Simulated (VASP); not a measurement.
A run of VASP 6.6.1 is set up as follows.

The input INCAR:

```
PREC = Accurate ; ENCUT = 520
EDIFF = 1E-6 ; ISMEAR = -1
SIGMA = 0.02 ; LREAL = False
LASPH = True ; NELM = 100
ALGO = Normal ; ISIF = 2
LWAVE = False ; LCHARG = False
GGA = PE ; NBANDS = 14
```

The input KPOINTS:

```
Automatic mesh
0
Gamma
  8 8 8
```

POSCAR

```
NaF
1.0
    0.0680909308      2.5312613679      2.5312613679
    2.5312613679      0.0680909308      2.5312613679
    2.5993522987      2.5993522987      0.0000000000
Na F
1 1
Direct
    0.0060307447      0.0060307447     -0.0060307447
    0.2439692553      0.2439692553      0.2560307447
```

Potentials or basis: VASP PAW PBE potentials, release 64 (Na_pv, F).

Command:

```sh
$ cat potpaw_PBE.64/Na_pv/POTCAR potpaw_PBE.64/F/POTCAR > POTCAR
$ mpirun -np 1 vasp_std > vasp.out
```

Question: What does it give for the band gap on the k mesh?

Answer: 5.55 eV, direct.

Question: Predict the pressure.

Answer: 1.9 GPa.

Question: Predict the largest force.

Answer: 0.011 eV/Å.

Stress tensor (GPa, compression positive):
```
 1.92 -0.77  0.00
-0.77  1.92  0.00
 0.00  0.00  1.85
```

A k mesh can miss the band edges.
